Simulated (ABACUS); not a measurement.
## MnO2 under changes of volume

One of the cells (10.839 Å³/atom); the others are scaled copies at fixed shape and fractional positions:

```xyz
3
Lattice="2.8566 0.0000 0.0000 -1.4283 2.4739 0.0000 0.0000 0.0000 4.6014" Properties=species:S:1:pos:R:3 pbc="T T T"
Mn    0.0000    0.0000    2.3007
O     0.0000    1.6492    3.2499
O     1.4283    0.8246    1.3515
```

Measurements of this composition are mostly on another form, of space group No. 136.

```yaml
Program: ABACUS 3.10.1
Functional: PBEsol
Potentials_or_basis: PseudoDojo NC SR 0.4.1 PBEsol standard
Cutoff: 1320 eV
Density_cutoff: 5279 eV
Basis: plane waves
k_mesh: 11 × 11 × 6
Occupations: fermi-dirac, width 0.05 eV
Spin: collinear spin, ferromagnetic start
Starting_moments: "[4.0, 0.0, 0.0] μB"
```

```tsv
volume (Å³/atom)	energy over the lowest point (meV/atom)	pressure (GPa)	gap on the mesh (eV)	largest force (eV/Å)
10.189	17.29	11.4	0.57	0.747
10.405	5.35	6.3	0.66	0.400
10.622	0.00	1.7	0.74	0.082
10.839	?	?	?	?
11.056	6.30	-6.1	0.89	0.480
11.273	16.77	-9.3	0.96	0.727
11.489	31.41	-12.2	1.03	0.955
```

What does the run at 10.839 Å³/atom give?

Energy over the lowest point 0.53 meV/atom; pressure -2.4 GPa; gap on the mesh 0.82 eV; largest force 0.211 eV/Å.

Worked out: A Birch-Murnaghan fit of order 3 (a polynomial in V^(-2/3)) to the other rows has its minimum at 10.71 Å³/atom with B0 = V·E''(V) = 205 GPa and B' = 4.6 at fixed shape and positions, which overstates the stiffness. It gives 0.51 meV/atom at 10.839 Å³/atom, against the run's 0.53, and -dE/dV = -2.4 GPa, against -2.4. A straight line through the other rows of the gap, of slope 3.8 eV per unit of ln V, gives 0.81 eV, against the run's 0.82.

Energies are extrapolated to zero smearing.

Caveats: an odd mesh through Γ misses points on the zone boundary, where band edges often lie; a cell with one magnetic atom can't hold antiferromagnetic order, which such compounds often take.
